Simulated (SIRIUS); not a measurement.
AlNi in SIRIUS: the effect of functional

Crystal: AlNi.

```
Ni Al
1.0
     2.88100    0.00000    0.00000
     0.00000    2.88100    0.00000
     0.00000    0.00000    2.88100
Ni Al
1 1
Direct
  0.50000 0.50000 0.50000
  0.00000 0.00000 0.00000
```

Alike in all runs:

| Property | Result |
| --- | --- |
| Program | SIRIUS 7.12.0 |
| Task | single point |
| Potentials or basis | PseudoDojo 0.4.1 PBE standard (scalar relativistic) |
| Cutoff | 1333 eV |
| Density cutoff | 5334 eV |
| k mesh | 5 × 5 × 5 |
| Occupations | fermi-dirac, width 0.05 eV |
| Spin | collinear spin, ferromagnetic start |
| Starting moments | [1.0, 0.0] μB |

**Question.** One run gave: pressure 4.5 GPa. Which functional did it use?
A. B86bPBE
B. RPBE
C. PBE
D. HCTH407
E. revPBE

**Answer.** E.

```tsv
functional	pressure (GPa)
PBE	2.6
RPBE	5.3
revPBE	4.5
B86bPBE	3.5
HCTH407	-4.2
```

Caveats: all runs use coarse meshes; the potentials were made for another functional, which shifts forces and pressure (some runs); a moment of about a tenth of a μB was left, which can be a remnant of the start and isn't listed (some runs).

Not every run made on this cell is shown here.
